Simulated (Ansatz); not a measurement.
**GaN (F-43m), random displacements**

Theory: Ansatz 0.2.0, DFT r2SCAN, scalar-relativistic, plane waves, PAW. Cutoff 500 eV, Γ-centred 6×6×6 k-points, Gaussian smearing of 0.05 eV. No spin polarisation. Energies are free energies at this smearing, counted from the undisturbed cell; pressure is positive in compression.

The undisturbed cell (as given, not relaxed at this level; this zinc-blende form isn't the usual structure):

```yaml
crystal:
  lattice:
    - [4.50700, 0.00000, 0.00000]
    - [0.00000, -4.50700, 0.00000]
    - [0.00000, 0.00000, -4.50700]
  atoms:
    - { symbol: Ga, position: [0.00000, 0.50000, 0.50000] }
    - { symbol: Ga, position: [0.50000, 0.00000, 0.50000] }
    - { symbol: Ga, position: [0.50000, 0.50000, 0.00000] }
    - { symbol: Ga, position: [0.00000, 0.00000, 0.00000] }
    - { symbol: N, position: [0.75000, 0.75000, 0.75000] }
    - { symbol: N, position: [0.25000, 0.25000, 0.75000] }
    - { symbol: N, position: [0.25000, 0.75000, 0.25000] }
    - { symbol: N, position: [0.75000, 0.25000, 0.25000] }
```

The atoms are displaced (Å, in the unstrained cell):

```
atom ux uy uz
 Ga1   0.032  -0.005   0.008
 Ga2  -0.145   0.006   0.076
 Ga3   0.085   0.038  -0.043
 Ga4   0.077  -0.077  -0.051
  N5  -0.067   0.039  -0.024
  N6  -0.065  -0.025   0.031
  N7   0.015   0.031   0.022
  N8   0.069  -0.007  -0.019
```

Strain (Voigt, engineering shear): (0.0097, 0.0211, -0.0098, -0.0407, 0.0157, 0.0006).

(1) What are the energy change, the stress and the forces?

Results:

(1) ΔE = 99.2 meV/atom; stress (xx, yy, zz, yz, xz, xy; compression positive) (-4.01, -4.09, -0.21, 6.73, -3.25, -0.48) GPa; gap on the mesh 1.53 eV.
```tsv
atom	Fx (eV/Å)	Fy	Fz
Ga1	-0.90	-1.18	-0.85
Ga2	2.78	-0.47	-1.96
Ga3	-0.38	-0.37	1.02
Ga4	-1.27	1.63	1.40
N5	0.86	-1.09	0.48
N6	1.23	0.37	-0.69
N7	-0.91	0.51	0.69
N8	-1.42	0.61	-0.08
```

Cost: 1 run of about 3.7 core-minutes, on Arm Neoverse N1 (shared hosts).